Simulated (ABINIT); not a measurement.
The system is PtSe2 (Sudovikovite).

```
Pt Se
1.0
     3.72400    0.00000    0.00000
    -1.86200    3.22508    0.00000
     0.00000    0.00000    5.06200
Pt Se
1 2
Cartesian
  0.0000 0.0000 0.0000
  1.8620 1.0750 3.7965
  0.0000 2.1501 1.2655
```

Base run:

| Property | Result |
| --- | --- |
| Program | ABINIT 10.8.3 (patched build) |
| Functional | LDA |
| Potentials or basis | PseudoDojo NC SR LDA v0.4.1 standard |
| Cutoff | 1061 eV |
| k mesh | 6 × 6 × 4 |
| Occupations | fermi-dirac, width 0.05 eV |
| Spin | no spin polarisation |

Its results: band gap on the k mesh none (metal or under the smearing width); pressure -1.2 GPa; largest force 0.185 eV/Å.

Question: The run is repeated on the same cell with these changes: functional from LDA to PBE; potentials or basis from PseudoDojo NC SR LDA v0.4.1 standard to SG15 NC PBE v1.2; valence electrons from 50 to 30. What comes out?

Answer: Band gap on the k mesh none (metal or under the smearing width); pressure 7.4 GPa; largest force 0.595 eV/Å.
